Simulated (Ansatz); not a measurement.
# SrO (P6_3/mmc) in Ansatz: equation of state

Aim: energy against volume of SrO in PBE, for its equilibrium volume and stiffness.

Everything below comes from runs of Ansatz 0.2.0. Logs are shortened: lines on timing, memory, paths and dates and some standing lists are left out, and cuts for length are marked.

### 1 The structure

It takes space group P6_3/mmc (No. 194, hexagonal). The conventional cell has a = 3.553 Å, b = 3.553 Å, c = 6.217 Å, α = 90.00°, β = 90.00°, γ = 120.00°. Sr (site symmetry -6m2) is surrounded by 6 O at 2.57 Å. O (site symmetry -3m) has 6 Sr at 2.57 Å as nearest neighbours.

Measurements of this composition are mostly on another form, of space group No. 225.

### 2 Equation of state, PBE

Potentials or basis: all-electron LAPW, scalar-relativistic.

No new run: the results of the series are fitted here.

What came out:

| Property | Result |
| --- | --- |
| Equilibrium volume | 17.29 Å³/atom |
| Bulk modulus at fixed shape and positions | 82 GPa |
| Pressure derivative of the bulk modulus | 4.4 |

Energy against volume, from the lowest point:
| volume (Å³/atom) | energy (meV/atom) |
| --- | --- |
| 15.976 | 29.18 |
| 16.316 | 15.42 |
| 16.656 | 6.27 |
| 16.995 | 1.27 |
| 17.335 | 0.00 |
| 17.675 | 2.09 |
| 18.015 | 7.20 |

Caveat: the cell was scaled at fixed shape and fractional positions, which overstates the stiffness of a crystal with free parameters, most of all of layers and chains.
